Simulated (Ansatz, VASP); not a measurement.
**BP: VASP beside Ansatz**

Contents of INCAR:

```
PREC = Accurate
ENCUT = 600
EDIFF = 1E-6
ISMEAR = 0
SIGMA = 0.1
LREAL = False
LASPH = True
NELM = 100
ALGO = Normal
ISIF = 3
LWAVE = False
LCHARG = False
GGA = PE
IBRION = 2
NSW = 90
EDIFFG = -0.04
```

The input KPOINTS:

```
Automatic mesh
0
Gamma
  6 6 4
```

Contents of POSCAR:

```
BP
1.0
    2.8965408200      0.0000000000      0.0000000000
   -1.4482704100      2.5084779300      0.0000000000
    0.0000000000      0.0000000000      6.2565281700
B P
2 2
Direct
    0.0000000000      0.0000000000      0.0000000000
    0.0000000000      0.0000000000      0.5000000000
    0.3333333300      0.6666666700      0.2500000000
    0.6666666700      0.3333333300      0.7500000000
```

Input for Ansatz:

```yaml
crystal:
  lattice:
    - [2.89654082, 0.0, 0.0]
    - [-1.44827041, 2.50847793, 0.0]
    - [0.0, 0.0, 6.25652817]
  atoms:
    - { symbol: B, position: [0.0, 0.0, 0.0] }
    - { symbol: B, position: [0.0, 0.0, 0.5] }
    - { symbol: P, position: [0.33333333, 0.66666667, 0.25] }
    - { symbol: P, position: [0.66666667, 0.33333333, 0.75] }
basis:
  ecutwfc: 420
kpoints:
  mp_grid: { grid: [6, 6, 4] }
hamiltonian:
  xc: pbe
scf:
  occupations: { method: gaussian, width: 0.1 }
  lower_state_search: "off"
output:
  forces: true
  stress: true
  eigenvalues: true
relax:
  adjacent_minimum: "off"
  f_tol: 0.04
  max_steps: 70
  cell: { stress_tol: 0.4 }
```

Change from the starting cell: ordered vacancies on the anion sites of aluminium diboride (P6_3/mmc, No. 194).

Alike in both runs: task relaxation of cell and atoms; functional PBE; k mesh 6 × 6 × 4; occupations gaussian, width 0.1 eV; no spin polarisation.

|  | VASP | Ansatz |
| --- | --- | --- |
| version | VASP 6.6.1 | Ansatz 0.2.0 |
| potentials or method | VASP PAW PBE potentials, release 64 (B, P) | scalar-relativistic, plane waves, PAW |
| plane-wave cutoff (eV) | 600 | 420 |
| valence electrons in the cell | 16 | 16 |

```tsv
	VASP	Ansatz	Ansatz less VASP
gap on the k mesh at the Fermi level, each at its own relaxed structure (eV)	none	none	-
relaxed volume (Å³/atom)	10.36	10.35	-0.018
relaxed cell length with the largest relative difference (Å)	3.040	3.036	-0.0034
energy change over the relaxation (meV/atom)	-305	-304	+1.4
```

A gap of «none» marks a metal or a gap that the smearing closes.

Caveats: the k mesh is coarse (spacing up to 0.42 Å⁻¹), so the values aren't converged.
